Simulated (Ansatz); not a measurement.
Born–Oppenheimer molecular dynamics of a periodic cell of 16 atoms, WC (start crystal WC, start structure P-6m2, volume 1.1 times the crystal's). It goes on from the last frame of an earlier run, with new velocities.

Computed with Ansatz 0.2.0, DFT PBE-D3(BJ), scalar-relativistic, plane waves, PAW. Settings: accuracy low, PAW set soft_1, cutoff 420 eV, k mesh 3x3x3, fermi-dirac smearing 0.36 eV, no spin polarisation.

```json
{"ensemble": "NVT, Nosé–Hoover chain", "time step": "1.12 fs", "steps asked": "200", "set temperature": "2520 K", "thermostat": "time constant 50 fs, chain length 1", "seed": "834350"}
```

Frames 1.12 fs apart, positions in Å, forces in eV/Å.

Velocities at 78.4 fs (Å/ps):

```
W 6.11 -1.11 -3.71
C -7.79 24.45 -22.82
W -0.31 5.23 2.29
C -1.85 -25.24 4.78
W 1.74 1.25 -5.10
C -10.35 19.93 3.34
W -1.47 0.04 1.34
C 9.75 15.47 1.70
W -0.22 -2.23 0.49
C -12.31 -33.80 0.60
W -0.85 2.37 -1.47
C -9.87 5.17 4.53
W 1.07 -1.84 2.29
C -30.10 9.67 21.42
W -1.69 -5.25 1.95
C -4.46 7.89 16.11
```

```xyz
16
Lattice="-2.9384 -5.0894 0.0000 4.4075 -2.5447 0.0000 0.0000 0.0000 5.7713" Properties=species:S:1:pos:R:3:forces:R:3 time_fs=78.4 energy_less_start_eV=-3.058 T=2777
W 0.024 -5.445 -0.067 -1.04 6.16 -0.01
C 1.328 -4.278 1.455 1.12 -1.23 0.47
W -0.070 -5.093 2.901 1.23 -3.02 -1.88
C 1.341 -4.321 4.265 1.13 -1.57 1.85
W -1.577 -2.748 -0.069 1.23 1.16 1.80
C -0.153 -1.685 1.548 1.16 -2.67 -1.19
W -1.567 -2.590 2.920 1.64 -1.43 -0.74
C -0.030 -2.026 4.408 -0.11 1.51 -0.37
W 1.352 -2.677 0.159 1.37 -0.77 -3.09
C 3.011 -1.721 1.297 -0.94 -2.74 4.01
W 1.550 -2.736 2.985 -2.44 3.06 -1.34
C 2.943 -1.999 4.418 0.26 0.34 -1.05
W -0.002 -0.236 0.058 0.10 1.26 -3.05
C -1.420 -4.216 1.443 -0.96 -1.51 -0.05
W 0.073 -0.073 2.743 -1.84 0.02 4.65
C -1.416 -4.530 4.353 -1.91 1.43 -0.01
16
Lattice="-2.9384 -5.0894 0.0000 4.4075 -2.5447 0.0000 0.0000 0.0000 5.7713" Properties=species:S:1:pos:R:3:forces:R:3 time_fs=79.5 energy_less_start_eV=-3.080 T=2756
W 0.031 -5.446 -0.071 -1.27 5.76 0.55
C 1.320 -4.251 1.429 1.02 -1.94 1.09
W -0.070 -5.087 2.904 1.02 -3.03 -1.95
C 1.340 -4.350 4.271 1.23 -1.02 1.61
W -1.575 -2.747 -0.075 1.14 1.15 2.02
C -0.164 -1.664 1.552 1.19 -3.20 -1.27
W -1.569 -2.590 2.921 1.63 -1.25 -0.75
C -0.019 -2.008 4.410 -0.28 1.31 -0.49
W 1.352 -2.680 0.160 1.34 -0.42 -3.41
C 2.997 -1.760 1.300 -0.93 -1.83 3.70
W 1.549 -2.733 2.984 -2.42 2.84 -1.15
C 2.932 -1.993 4.423 0.39 0.20 -1.12
W -0.001 -0.238 0.060 0.03 1.44 -3.16
C -1.454 -4.206 1.467 -0.60 -1.52 -0.34
W 0.071 -0.079 2.745 -1.88 0.26 4.97
C -1.422 -4.520 4.370 -1.63 1.25 -0.27
16
Lattice="-2.9384 -5.0894 0.0000 4.4075 -2.5447 0.0000 0.0000 0.0000 5.7713" Properties=species:S:1:pos:R:3:forces:R:3 time_fs=80.6 energy_less_start_eV=-3.021 T=2693
W 0.037 -5.447 -0.075 -1.51 5.33 1.07
C 1.313 -4.227 1.405 0.91 -2.66 1.71
W -0.070 -5.081 2.906 0.80 -3.01 -1.99
C 1.340 -4.379 4.279 1.31 -0.49 1.36
W -1.573 -2.745 -0.080 1.06 1.14 2.25
C -0.173 -1.646 1.553 1.21 -3.69 -1.33
W -1.571 -2.590 2.922 1.63 -1.09 -0.76
C -0.009 -1.989 4.411 -0.44 1.09 -0.60
W 1.352 -2.682 0.160 1.30 -0.02 -3.77
C 2.981 -1.801 1.306 -0.88 -0.93 3.35
W 1.548 -2.731 2.982 -2.39 2.63 -0.97
C 2.921 -1.987 4.426 0.52 0.07 -1.19
W 0.001 -0.239 0.062 -0.05 1.63 -3.24
C -1.489 -4.197 1.491 -0.22 -1.50 -0.64
W 0.069 -0.084 2.748 -1.95 0.46 5.29
C -1.429 -4.510 4.388 -1.32 1.05 -0.53
16
Lattice="-2.9384 -5.0894 0.0000 4.4075 -2.5447 0.0000 0.0000 0.0000 5.7713" Properties=species:S:1:pos:R:3:forces:R:3 time_fs=81.8 energy_less_start_eV=-2.884 T=2592
W 0.044 -5.447 -0.079 -1.76 4.90 1.55
C 1.307 -4.205 1.383 0.80 -3.37 2.31
W -0.070 -5.076 2.908 0.58 -2.99 -1.99
C 1.341 -4.410 4.288 1.37 0.03 1.11
W -1.571 -2.744 -0.086 0.99 1.13 2.50
C -0.182 -1.633 1.554 1.21 -4.11 -1.36
W -1.572 -2.590 2.924 1.64 -0.95 -0.75
C 0.001 -1.968 4.412 -0.58 0.86 -0.69
W 1.352 -2.685 0.160 1.26 0.41 -4.15
C 2.966 -1.843 1.316 -0.77 -0.08 2.98
W 1.546 -2.728 2.980 -2.36 2.41 -0.82
C 2.912 -1.980 4.428 0.64 -0.05 -1.23
W 0.002 -0.241 0.065 -0.13 1.81 -3.28
C -1.523 -4.190 1.513 0.16 -1.44 -0.96
W 0.067 -0.090 2.751 -2.04 0.61 5.58
C -1.438 -4.498 4.405 -0.99 0.84 -0.79
16
Lattice="-2.9384 -5.0894 0.0000 4.4075 -2.5447 0.0000 0.0000 0.0000 5.7713" Properties=species:S:1:pos:R:3:forces:R:3 time_fs=82.9 energy_less_start_eV=-2.685 T=2461
W 0.050 -5.447 -0.083 -2.01 4.49 1.96
C 1.302 -4.187 1.363 0.68 -4.04 2.88
W -0.070 -5.071 2.910 0.37 -2.95 -1.97
C 1.343 -4.439 4.298 1.40 0.52 0.84
W -1.569 -2.742 -0.091 0.93 1.12 2.77
C -0.189 -1.623 1.553 1.21 -4.44 -1.36
W -1.573 -2.590 2.925 1.65 -0.83 -0.75
C 0.011 -1.948 4.412 -0.70 0.62 -0.77
W 1.352 -2.687 0.160 1.21 0.84 -4.52
C 2.949 -1.884 1.328 -0.62 0.69 2.61
W 1.545 -2.724 2.978 -2.35 2.21 -0.69
C 2.902 -1.974 4.429 0.75 -0.16 -1.25
W 0.003 -0.243 0.066 -0.24 1.99 -3.27
C -1.557 -4.185 1.535 0.54 -1.35 -1.27
W 0.065 -0.096 2.754 -2.16 0.69 5.84
C -1.448 -4.485 4.421 -0.66 0.61 -1.04
16
Lattice="-2.9384 -5.0894 0.0000 4.4075 -2.5447 0.0000 0.0000 0.0000 5.7713" Properties=species:S:1:pos:R:3:forces:R:3 time_fs=84.0 energy_less_start_eV=-2.447 T=2311
W 0.057 -5.447 -0.087 -2.26 4.12 2.32
C 1.297 -4.173 1.347 0.57 -4.63 3.38
W -0.070 -5.066 2.912 0.19 -2.91 -1.92
C 1.347 -4.469 4.309 1.39 0.97 0.55
W -1.566 -2.740 -0.096 0.88 1.12 3.05
C -0.195 -1.618 1.551 1.22 -4.66 -1.33
W -1.574 -2.590 2.926 1.65 -0.74 -0.75
C 0.019 -1.926 4.411 -0.79 0.37 -0.83
W 1.352 -2.690 0.159 1.14 1.24 -4.86
C 2.932 -1.924 1.343 -0.42 1.37 2.25
W 1.543 -2.721 2.976 -2.35 2.00 -0.58
C 2.894 -1.969 4.429 0.84 -0.24 -1.26
W 0.004 -0.244 0.068 -0.35 2.15 -3.21
C -1.591 -4.181 1.555 0.93 -1.23 -1.59
W 0.062 -0.102 2.758 -2.30 0.70 6.04
C -1.458 -4.472 4.436 -0.34 0.37 -1.27
16
Lattice="-2.9384 -5.0894 0.0000 4.4075 -2.5447 0.0000 0.0000 0.0000 5.7713" Properties=species:S:1:pos:R:3:forces:R:3 time_fs=85.1 energy_less_start_eV=-2.197 T=2156
W 0.063 -5.446 -0.090 -2.51 3.79 2.62
C 1.293 -4.163 1.334 0.46 -5.08 3.77
W -0.070 -5.061 2.914 0.04 -2.87 -1.86
C 1.352 -4.497 4.321 1.34 1.39 0.26
W -1.564 -2.739 -0.100 0.85 1.12 3.34
C -0.200 -1.618 1.547 1.23 -4.76 -1.27
W -1.575 -2.591 2.928 1.65 -0.67 -0.76
C 0.027 -1.904 4.409 -0.86 0.13 -0.86
W 1.352 -2.692 0.158 1.07 1.57 -5.12
C 2.914 -1.963 1.361 -0.17 1.94 1.88
W 1.542 -2.717 2.974 -2.37 1.80 -0.48
C 2.887 -1.963 4.427 0.92 -0.31 -1.23
W 0.005 -0.246 0.069 -0.48 2.29 -3.11
C -1.623 -4.178 1.573 1.31 -1.09 -1.89
W 0.060 -0.107 2.762 -2.47 0.63 6.19
C -1.469 -4.459 4.450 -0.03 0.12 -1.50
16
Lattice="-2.9384 -5.0894 0.0000 4.4075 -2.5447 0.0000 0.0000 0.0000 5.7713" Properties=species:S:1:pos:R:3:forces:R:3 time_fs=86.2 energy_less_start_eV=-1.959 T=2011
W 0.068 -5.445 -0.094 -2.74 3.51 2.87
C 1.290 -4.159 1.324 0.38 -5.36 4.03
W -0.071 -5.057 2.916 -0.09 -2.84 -1.78
C 1.359 -4.523 4.333 1.26 1.78 -0.04
W -1.562 -2.737 -0.105 0.85 1.12 3.65
C -0.203 -1.622 1.542 1.25 -4.73 -1.18
W -1.576 -2.591 2.929 1.64 -0.63 -0.78
C 0.034 -1.883 4.406 -0.90 -0.12 -0.87
W 1.352 -2.694 0.157 1.00 1.78 -5.28
C 2.897 -1.999 1.380 0.11 2.42 1.50
W 1.540 -2.714 2.973 -2.42 1.60 -0.38
C 2.880 -1.958 4.424 0.98 -0.36 -1.18
W 0.006 -0.247 0.070 -0.62 2.41 -2.97
C -1.654 -4.177 1.590 1.68 -0.94 -2.16
W 0.057 -0.112 2.766 -2.65 0.50 6.27
C -1.480 -4.446 4.462 0.26 -0.14 -1.70
16
Lattice="-2.9384 -5.0894 0.0000 4.4075 -2.5447 0.0000 0.0000 0.0000 5.7713" Properties=species:S:1:pos:R:3:forces:R:3 time_fs=87.4 energy_less_start_eV=-1.756 T=1884
W 0.074 -5.444 -0.097 -2.97 3.26 3.08
C 1.286 -4.160 1.319 0.32 -5.45 4.15
W -0.071 -5.053 2.917 -0.19 -2.81 -1.70
C 1.367 -4.548 4.344 1.12 2.13 -0.34
W -1.560 -2.735 -0.109 0.88 1.11 3.97
C -0.205 -1.631 1.536 1.29 -4.58 -1.07
W -1.577 -2.591 2.930 1.62 -0.61 -0.83
C 0.040 -1.861 4.403 -0.91 -0.37 -0.86
W 1.353 -2.696 0.155 0.93 1.86 -5.33
C 2.880 -2.033 1.401 0.41 2.81 1.11
W 1.538 -2.710 2.970 -2.50 1.39 -0.28
C 2.875 -1.953 4.420 1.04 -0.40 -1.11
W 0.007 -0.248 0.071 -0.76 2.50 -2.79
C -1.683 -4.176 1.604 2.03 -0.78 -2.41
W 0.054 -0.118 2.771 -2.83 0.33 6.28
C -1.490 -4.433 4.472 0.52 -0.39 -1.88
16
Lattice="-2.9384 -5.0894 0.0000 4.4075 -2.5447 0.0000 0.0000 0.0000 5.7713" Properties=species:S:1:pos:R:3:forces:R:3 time_fs=88.5 energy_less_start_eV=-1.600 T=1784
W 0.079 -5.443 -0.100 -3.17 3.05 3.25
C 1.284 -4.167 1.318 0.29 -5.34 4.11
W -0.071 -5.049 2.918 -0.26 -2.79 -1.61
C 1.375 -4.570 4.356 0.95 2.45 -0.64
W -1.557 -2.733 -0.113 0.93 1.10 4.30
C -0.206 -1.645 1.529 1.33 -4.31 -0.94
W -1.578 -2.592 2.931 1.59 -0.63 -0.89
C 0.045 -1.840 4.399 -0.90 -0.62 -0.82
W 1.353 -2.698 0.153 0.86 1.80 -5.24
C 2.863 -2.064 1.422 0.73 3.12 0.70
W 1.535 -2.707 2.969 -2.61 1.18 -0.17
C 2.870 -1.948 4.415 1.07 -0.41 -1.01
W 0.008 -0.249 0.072 -0.90 2.56 -2.58
C -1.710 -4.176 1.616 2.35 -0.62 -2.61
W 0.051 -0.123 2.776 -2.99 0.12 6.21
C -1.500 -4.420 4.480 0.74 -0.64 -2.05
16
Lattice="-2.9384 -5.0894 0.0000 4.4075 -2.5447 0.0000 0.0000 0.0000 5.7713" Properties=species:S:1:pos:R:3:forces:R:3 time_fs=89.6 energy_less_start_eV=-1.497 T=1712
W 0.085 -5.441 -0.102 -3.36 2.87 3.38
C 1.281 -4.179 1.321 0.28 -5.03 3.92
W -0.071 -5.045 2.920 -0.31 -2.80 -1.52
C 1.385 -4.590 4.366 0.73 2.75 -0.93
W -1.555 -2.731 -0.116 1.00 1.07 4.62
C -0.205 -1.663 1.521 1.37 -3.94 -0.80
W -1.578 -2.592 2.932 1.56 -0.68 -0.98
C 0.049 -1.820 4.394 -0.87 -0.87 -0.76
W 1.353 -2.700 0.151 0.80 1.60 -5.04
C 2.847 -2.092 1.444 1.05 3.36 0.26
W 1.533 -2.703 2.967 -2.75 0.96 -0.04
C 2.867 -1.944 4.409 1.10 -0.42 -0.89
W 0.009 -0.250 0.073 -1.04 2.58 -2.35
C -1.734 -4.177 1.625 2.63 -0.49 -2.76
W 0.048 -0.128 2.782 -3.13 -0.10 6.07
C -1.509 -4.408 4.486 0.93 -0.87 -2.18
16
Lattice="-2.9384 -5.0894 0.0000 4.4075 -2.5447 0.0000 0.0000 0.0000 5.7713" Properties=species:S:1:pos:R:3:forces:R:3 time_fs=90.7 energy_less_start_eV=-1.444 T=1666
W 0.089 -5.440 -0.105 -3.53 2.71 3.48
C 1.279 -4.196 1.328 0.31 -4.55 3.61
W -0.071 -5.042 2.921 -0.35 -2.82 -1.43
C 1.396 -4.607 4.375 0.48 3.01 -1.19
W -1.552 -2.729 -0.119 1.09 1.02 4.94
C -0.203 -1.685 1.513 1.41 -3.49 -0.66
W -1.579 -2.593 2.933 1.51 -0.76 -1.09
C 0.052 -1.801 4.388 -0.83 -1.11 -0.68
W 1.354 -2.702 0.148 0.76 1.29 -4.73
C 2.832 -2.116 1.466 1.37 3.54 -0.20
W 1.530 -2.699 2.965 -2.90 0.73 0.10
C 2.865 -1.941 4.402 1.11 -0.40 -0.76
W 0.010 -0.250 0.073 -1.17 2.58 -2.12
C -1.755 -4.178 1.631 2.86 -0.38 -2.84
W 0.044 -0.134 2.788 -3.23 -0.30 5.87
C -1.516 -4.397 4.490 1.09 -1.07 -2.28
```

Of the whole run (224 fs, mean temperature of the second half 2157 K): The conserved energy stayed within 0.84 meV per atom of its start (net change -0.43 meV per atom), so the integration is sound. The mean temperature of the second half is 14 % below the set value. A run of 0.22 ps of so small a system gives no equilibrium averages. Limits of this set-up: coarse k mesh, low accuracy level.

The run took 24 min on 2 threads of Arm Neoverse V2 (shared host), peak memory 0.79 GiB.
